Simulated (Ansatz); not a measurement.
The calculation used DFT PBE, scalar-relativistic, plane waves, PAW (Ansatz 0.2.0). Settings: cutoff 420 eV, Γ-centred meshes spaced at most about 0.3 Å⁻¹ (2π included), Gaussian smearing. No spin polarisation in the final relaxations.

All energies are static (0 K, no zero-point motion).

Compare these two cells of SnO2, each relaxed at this level.

A.

```
CELL_PARAMETERS angstrom
3.22780 0.00000 0.00000
-1.61390 2.79535 0.00000
0.00000 0.00000 5.48987
ATOMIC_POSITIONS crystal
Sn 0.00000 0.00000 0.00000
O 0.33333 0.66667 0.18429
O 0.66667 0.33333 0.81571
```

B.

```
CELL_PARAMETERS angstrom
4.78965 0.00000 0.00000
0.00000 5.82410 0.00000
0.00000 0.00000 5.30568
ATOMIC_POSITIONS crystal
Sn 0.50000 0.66517 0.75000
Sn 0.00000 0.83483 0.25000
Sn 0.50000 0.33483 0.25000
Sn 0.00000 0.16517 0.75000
O 0.73016 0.60706 0.07816
O 0.23016 0.89294 0.92184
O 0.76984 0.89294 0.57816
O 0.26984 0.60706 0.42184
O 0.73016 0.39294 0.57816
O 0.23016 0.10706 0.42184
O 0.76984 0.10706 0.07816
O 0.26984 0.39294 0.92184
```

Question: Which is lower in energy, and by how much?

Answer: B is lower, by 135 meV/atom. A has the cadmium iodide type, space group P-3m1 (No. 164), 16.5 Å³/atom and a gap of 2.30 eV on its mesh; B has space group Pbcn (No. 60), 12.3 Å³/atom and a gap of 1.00 eV. In A, Sn has 6 O at 2.12 Å; O has 3 Sn at 2.12 Å. In B, around Sn lie 6 O at 2.06–2.14 Å; O has 3 Sn at 2.06–2.14 Å. Origin: A was invented; B is a Materials Project cell, relaxed. A third cell relaxed alike, in P4_2/mnm (a measured cell (COD)), lies 18 meV/atom below the lower of the two.

Weakly bound directions are ill-defined at this level, which has no dispersion term (P-3m1), and this can change margins and order among such cells. Kohn–Sham gaps at this level usually fall short of measured ones. Cells relaxed within their symmetry can be saddle points.
